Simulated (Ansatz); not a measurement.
CoO:

```xyz
2
Lattice="0.0000 2.1315 2.1315 2.1315 0.0000 2.1315 2.1315 2.1315 0.0000" Properties=species:S:1:pos:R:3 pbc="T T T"
Co    0.0000    0.0000    0.0000
O     2.1315    2.1315    2.1315
```

* Program: Ansatz 0.2.0
* Task: relaxation of cell and atoms
* Functional: revPBE
* Dispersion: D4
* Potentials or basis: all-electron LAPW, scalar-relativistic
* Basis error allowed: 0.001 eV/atom
* k mesh: 11 × 11 × 11
* Occupations: fermi-dirac, width 0.05 eV
* Spin: collinear spin, ferromagnetic start
* Starting moments: [2.0, 0.0] μB

At the start: volume 9.68 Å³/atom.

**Question.** How do energy, volume and symmetry change on relaxing?

**Answer.** Over 4 steps the energy falls by 2.8 meV/atom and the volume is 9.45 Å³/atom (-2.4 %); space group Fm-3m (No. 225, to 0.05 Å); moment 2.89 μB per cell.

Step by step:
```tsv
step	energy change (eV)	largest force (eV/Å)	volume (Å³)
1	0.0000	0.0000	19.37
2	-0.0041	0.0000	19.14
3	-0.0056	0.0000	18.91
4	-0.0056	0.0000	18.91
```

Final structure:
```yaml
crystal:
  lattice:
    - [0.00000, 2.11454, 2.11454]
    - [2.11454, 0.00000, 2.11454]
    - [2.11454, 2.11454, 0.00000]
  atoms:
    - { symbol: Co, position: [0.00000, 0.00000, 0.00000] }
    - { symbol: O, position: [0.50000, 0.50000, 0.50000] }
```

Caveat: a cell with one magnetic atom can't hold antiferromagnetic order, which such compounds often take.
